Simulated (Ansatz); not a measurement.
# SiNi (Pmmn) in Ansatz: equation of state

How stiff is SiNi in PBEsol, and what volume does it want? The cell is scaled to several volumes.

Program: Ansatz 0.2.0. These are calculated values, not measurements. Logs are shortened: lines on timing, memory, paths and dates and some standing lists are left out, and cuts for length are marked.

## 1. The structure

The structure is orthorhombic, space group Pmmn (No. 59). The conventional cell has a = 2.943 Å, b = 3.280 Å, c = 4.677 Å, α = 90.00°, β = 90.00°, γ = 90.00°. Ni (site symmetry mm2) has 6 Si at 2.34 to 2.37 Å and 4 Ni at 2.65 Å as nearest neighbours. Si (site symmetry mm2) has 6 Ni at 2.34 to 2.37 Å and 4 Si at 2.65 Å as nearest neighbours.

The cell is a database's computed one.

## 2. Equation of state, PBEsol, collinear spin, ferromagnetic start

Potentials or basis: all-electron LAPW, scalar-relativistic.

This step only gathers the single runs of the series.

What came out:

```
Equilibrium volume                        : 11.30 Å³/atom
Bulk modulus at fixed shape and positions : 202 GPa
Pressure derivative of the bulk modulus   : 4.6
```

Energy against volume, from the lowest point:
```
volume (Å³/atom)  energy (meV/atom)
          10.611              29.45
          10.837              12.74
          11.062               3.18
          11.288               0.00
          11.514               2.54
          11.740              10.16
          11.965              22.38
```

Caveat: the cell was scaled at fixed shape and fractional positions, which overstates the stiffness of a crystal with free parameters, most of all of layers and chains; the starting moments weren't kept.
